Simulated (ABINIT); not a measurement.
# CsSnBr3 (Pm-3m) in ABINIT: settings compared

One crystal, CsSnBr3, is run at these levels: PBEsol, LDA; tasks: single point.

All numbers are computed with ABINIT 10.8.3 (patched build); they aren't measurements. Logs are shortened: lines on timing, memory, paths and dates and some standing lists are left out, and cuts for length are marked. The log counts tension as positive stress, the text compression.

**What was measured.**

“Influence of hidden halogen mobility on local structure of CsSn(Cl1−xBrx)3 mixed-halide perovskites by solid-state NMR”, 2020, pmc:8179406 reports, for a powder of CsSnBr3 at 300 K: band gap 1.79 eV (optical).

The runs below are set against these values where they give the same quantity.

### 1 Starting point

The structure is cubic, space group Pm-3m (No. 221). The conventional cell has a = 5.839 Å, b = 5.839 Å, c = 5.839 Å, α = 90.00°, β = 90.00°, γ = 90.00°. Around Cs (site symmetry m-3m) lie 12 Br at 4.13 Å. Around Sn (site symmetry m-3m) lie 6 Br at 2.92 Å. Br (site symmetry 4/mmm) is surrounded by 2 Sn at 2.92 Å.

The cell is a database's computed one.

### 2 Single point, PBEsol

Input file run.abi:

```
# Pseudopotentials
pp_dirpath "./"
pseudos "Cs.GGA_PBE-JTH.xml, Sn.GGA_PBE-JTH.xml, Br.GGA_PBE-JTH.xml"

# Structure
acell 3*1.0
rprim
    11.0341214431     0.0000000000     0.0000000000
     0.0000000000    11.0341214431     0.0000000000
     0.0000000000     0.0000000000    11.0341214431
ntypat 3
znucl 55 50 35
natom 5
typat 1 2 3 3 3
xred
     0.0000000000     0.0000000000     0.0000000000
     0.5000000000     0.5000000000     0.5000000000
     0.0000000000     0.5000000000     0.5000000000
     0.5000000000     0.5000000000     0.0000000000
     0.5000000000     0.0000000000     0.5000000000

# Plane-wave basis
ecut 598.650497 eV
pawecutdg 44.0

# k points
kptopt 1
ngkpt 4 4 4
nshiftk 1
shiftk 0.0 0.0 0.0

# Exchange and correlation
ixc -116133

# Bands and occupations
nband 27
occopt 3
tsmear 0.00183747

# SCF cycle
nstep 100
tolvrs 1.0e-9

# Output
iomode 3
prtwf 0
prtden 0
prteig 0
prtebands 0
enunit 2
```

Potentials or basis: JTH PAW PBE v2.0.

Started as:

```
abinit run.abi > log 2>&1
```

run.abo:

```text
.Version 10.8.3 of ABINIT
 Symmetries : space group Pm -3 m (#221); Bravais cP (primitive cubic)
================================================================================
 Values of the parameters that define the memory need of the present run
     intxc =       0    ionmov =       0      iscf =      17    lmnmax =      18
     lnmax =       6     mgfft =      48  mpssoang =       3    mqgrid =    3295
     natom =       5  nloc_mem =       2    nspden =       1   nspinor =       1
    nsppol =       1      nsym =      48    n1xccc =       1    ntypat =       3
    occopt =       3   xclevel =       2
       mpw =        6655          nfft =      110592          nkpt =          10
 PAW method is used; the additional fine FFT grid is defined by:
   mgfftf=        72    nfftf =    373248
================================================================================
================================================================================

--------------------------------------------------------------------------------
------------- Echo of variables that govern the present computation ------------
--------------------------------------------------------------------------------
 -outvars: echo values of preprocessed input variables --------
            acell      1.0000000000E+00  1.0000000000E+00  1.0000000000E+00 Bohr
              amu      1.32905430E+02  1.18710000E+02  7.99040000E+01
             ecut      2.20000000E+01 Hartree
           enunit           2
              ixc     -116133
         kptrlatt        4    0    0      0    4    0      0    0    4
          kptrlen      4.41364858E+01
            natom           5
            nband          27
            ngfft          48      48      48
          ngfftdg          72      72      72
             nkpt          10
            nstep         100
             nsym          48
           ntypat           3
           occopt           3
        pawecutdg      4.40000000E+01 Hartree
         pawxcdev           0
           prtden           0
        prtebands           0
           prteig           0
            prtwf           0
            rprim      1.1034121443E+01  0.0000000000E+00  0.0000000000E+00
                       0.0000000000E+00  1.1034121443E+01  0.0000000000E+00
                       0.0000000000E+00  0.0000000000E+00  1.1034121443E+01
          spgroup         221
           tolvrs      1.00000000E-09
           tsmear      1.83747000E-03 Hartree
            typat      1  2  3  3  3
           useylm           1
           xangst      0.0000000000E+00  0.0000000000E+00  0.0000000000E+00
                       2.9195028030E+00  2.9195028030E+00  2.9195028030E+00
                       0.0000000000E+00  2.9195028030E+00  2.9195028030E+00
                       2.9195028030E+00  2.9195028030E+00  0.0000000000E+00
                       2.9195028030E+00  0.0000000000E+00  2.9195028030E+00
            xcart      0.0000000000E+00  0.0000000000E+00  0.0000000000E+00
                       5.5170607216E+00  5.5170607216E+00  5.5170607216E+00
[... 194 lines left out ...]
   2.00000    2.00000    2.00000    2.00000    2.00000    2.00000    2.00000    2.00000
   2.00000    2.00000    2.00000    2.00000    2.00000    2.00000    0.00000    0.00000
   0.00000    0.00000    0.00000
 prteigrs : prtvol=0 or 1, do not print more k-points.

 Fermi (or HOMO) energy (eV) =   1.10846   Average Vxc (eV)=  -7.98461
 Eigenvalues (   eV  ) for nkpt=  10  k points:
 kpt#   1, nband= 27, wtk=  0.01563, kpt=  0.0000  0.0000  0.0000 (reduced coord)
 -21.28464  -21.15897  -21.15897  -21.13042  -21.13042  -21.13042  -14.67809  -14.14525
 -14.14525   -8.05517   -8.05517   -8.05517   -5.39559   -4.31133   -4.31133   -4.31133
  -2.04083   -2.04083   -2.04083   -1.91048   -1.91048   -1.91048    3.07170    4.16926
   4.16926    4.79752    4.79752
 prteigrs : prtvol=0 or 1, do not print more k-points.

--- !EnergyTerms
iteration_state     : {dtset: 1, }
comment             : Components of total free energy in Hartree
kinetic             :  3.13353042875092E+01
hartree             :  4.61944916131486E+01
xc                  : -3.72844821795686E+01
Ewald energy        : -8.39652105427934E+01
psp_core            :  5.51493091097493E+00
local_psp           : -1.24141076964470E+02
PAW spherical_terms :  3.11621585439630E+01
internal            : -1.31183884331237E+02
'-kT*entropy'       : -1.64231562918552E-05
total_energy        : -1.31183900754393E+02
total_energy_eV     : -3.56969579268222E+03
...

--- !EnergyTermsDC
iteration_state     : {dtset: 1, }
comment             : '"Double-counting" decomposition of free energy'
band_energy         : -1.63730012756227E+01
Ewald energy        : -8.39652105427934E+01
psp_core            :  5.51493091097493E+00
xc_dc               : -6.04895199858683E+01
PAW spherical_terms :  2.41289165130209E+01
internal            : -1.31183884380289E+02
'-kT*entropy'       : -1.64231562918552E-05
total_energy_dc     : -1.31183900803445E+02
total_energy_dc_eV  : -3.56969579401700E+03
...

--- !EnergyTermsWithPAWCore
iteration_state     : {dtset: 1, }
comment             : 'Components of total free energy, including PAW core contributions'
Total energy        : -2.17729628462952E+04
Total energy DC     : -2.17729628463442E+04
Total energy (eV)   : -5.92472501729931E+05
Total energy DC (eV): -5.92472501731266E+05
...

 Cartesian components of stress tensor (hartree/bohr^3)
  sigma(1 1)=  2.37073805E-05  sigma(3 2)=  0.00000000E+00
  sigma(2 2)=  2.37073805E-05  sigma(3 1)=  0.00000000E+00
  sigma(3 3)=  2.37073805E-05  sigma(2 1)=  0.00000000E+00

-Cartesian components of stress tensor (GPa)         [Pressure= -6.9750E-01 GPa]
- sigma(1 1)=  6.97495214E-01  sigma(3 2)=  0.00000000E+00
- sigma(2 2)=  6.97495214E-01  sigma(3 1)=  0.00000000E+00
- sigma(3 3)=  6.97495214E-01  sigma(2 1)=  0.00000000E+00

== END DATASET(S) ==============================================================
================================================================================

 -outvars: echo values of variables after computation  --------
            acell      1.0000000000E+00  1.0000000000E+00  1.0000000000E+00 Bohr
           etotal     -1.3118390080E+02
            fcart     -0.0000000000E+00 -0.0000000000E+00 -0.0000000000E+00
                      -0.0000000000E+00 -0.0000000000E+00 -0.0000000000E+00
                      -0.0000000000E+00 -0.0000000000E+00 -0.0000000000E+00
                      -0.0000000000E+00 -0.0000000000E+00 -0.0000000000E+00
                      -0.0000000000E+00 -0.0000000000E+00 -0.0000000000E+00
            rprim      1.1034121443E+01  0.0000000000E+00  0.0000000000E+00
                       0.0000000000E+00  1.1034121443E+01  0.0000000000E+00
                       0.0000000000E+00  0.0000000000E+00  1.1034121443E+01
           strten      2.3707380470E-05  2.3707380470E-05  2.3707380470E-05
                       0.0000000000E+00  0.0000000000E+00  0.0000000000E+00
           xangst      0.0000000000E+00  0.0000000000E+00  0.0000000000E+00
                       2.9195028030E+00  2.9195028030E+00  2.9195028030E+00
                       0.0000000000E+00  2.9195028030E+00  2.9195028030E+00
                       2.9195028030E+00  2.9195028030E+00  0.0000000000E+00
                       2.9195028030E+00  0.0000000000E+00  2.9195028030E+00
             xred      0.0000000000E+00  0.0000000000E+00  0.0000000000E+00
                       5.0000000000E-01  5.0000000000E-01  5.0000000000E-01
                       0.0000000000E+00  5.0000000000E-01  5.0000000000E-01
                       5.0000000000E-01  5.0000000000E-01  0.0000000000E+00
                       5.0000000000E-01  0.0000000000E+00  5.0000000000E-01
 Calculation completed.
```

Run time: 69 s. Hardware: 1 thread of Arm Neoverse V2, shared host; peak memory 0.24 GiB.

Results:

```yaml
Free_energy: -3569.6958 eV
Pressure: -0.7 GPa
Band_gap_on_the_k_mesh: 0.41 eV, direct
Valence_electrons_inside_the_program's_atomic_spheres: Cs 5.36; Sn 11.74; Br 4.92
```

Levels at points of the mesh, in eV from the valence-band top:
```tsv
k point	band 19	band 20	band 21	band 22	band 23	band 24	band 25	band 26
(0.00, 0.00, 0.00)	-2.97	-2.84	-2.84	-2.84	2.14	3.24	3.24	3.87
(0.50, 0.00, 0.00)	-3.11	-2.96	-2.96	-1.98	1.43	3.62	4.22	4.30
(0.50, 0.50, 0.00)	-3.24	-3.24	-2.48	-0.97	0.96	0.96	3.88	4.35
(0.50, 0.50, 0.50)	-2.47	-2.47	-2.47	0.00	0.41	0.41	0.41	3.64
```

Caveat: the PAW data sets were made with another functional, which shifts forces and pressure a little; spin-orbit coupling is left out, which moves the levels of the heavy elements.

### 3 Single point, LDA

Input file run.abi:

```
pp_dirpath "./"
pseudos "Cs.LDA_PW-JTH.xml, Sn.LDA_PW-JTH.xml, Br.LDA_PW-JTH.xml"

acell 3*1.0
rprim
    11.0341214431     0.0000000000     0.0000000000
     0.0000000000    11.0341214431     0.0000000000
     0.0000000000     0.0000000000    11.0341214431
ntypat 3
znucl 55 50 35
natom 5
typat 1 2 3 3 3
xred
     0.0000000000     0.0000000000     0.0000000000
     0.5000000000     0.5000000000     0.5000000000
     0.0000000000     0.5000000000     0.5000000000
     0.5000000000     0.5000000000     0.0000000000
     0.5000000000     0.0000000000     0.5000000000

ecut 20.0
pawecutdg 40.0

kptopt 1
ngkpt 3 3 3
nshiftk 1
shiftk 0.0 0.0 0.0

ixc 7

nband 27
occopt 3
tsmear 0.05 eV

nstep 100
tolvrs 1.0e-9

iomode 3
prtwf 0
prtden 0
prteig 0
prtebands 0
enunit 1
```

Potentials or basis: JTH PAW LDA v2.0.

Started as:

```
abinit run.abi > log 2>&1
```

Wall time 21 s (1 thread of Arm Neoverse V2, shared host); peak memory 0.14 GiB.

It converged, with:

- Free energy: -3585.8699 eV
- Band gap on the k mesh: 3.23 eV, direct
- Valence electrons inside the program's atomic spheres: Cs 5.34; Sn 11.78; Br 4.92

Levels at points of the mesh, in eV from the valence-band top:
```
           k point  band 19  band 20  band 21  band 22  band 23  band 24  band 25  band 26
(0.00, 0.00, 0.00)    -1.27    -1.14    -1.14    -1.14     3.61     4.76     4.76     5.49
```

Caveat: the cutoff is too short for stress, so the log's stress isn't used; spin-orbit coupling is left out, which moves the levels of the heavy elements; an odd mesh through Γ misses points on the zone boundary, where band edges often lie.

### 4 Comparison with measurements

Step 2. A measured gap of CsSnBr3 is 1.79 eV (optical; 300 K; powder; “Influence of hidden halogen mobility on local structure of CsSn(Cl1−xBrx)3 mixed-halide perovskites by solid-state NMR”, 2020, pmc:8179406); the calculated 0.41 eV misses it by -1.38 eV. So large a miss can be the level of theory's own, or it may mean another phase, state or a wrong row. Spin-orbit coupling on Br, Cs, Sn is left out. The value is that of PBEsol on a finite k mesh, which can miss the band edges, without temperature or zero-point motion. Semilocal functionals fall short of measured gaps as a rule. The cell is a database's relaxed one, not the measured one, which moves gaps too.

Step 3. The gap isn't set beside the measured one, since this odd mesh misses points on the zone boundary.
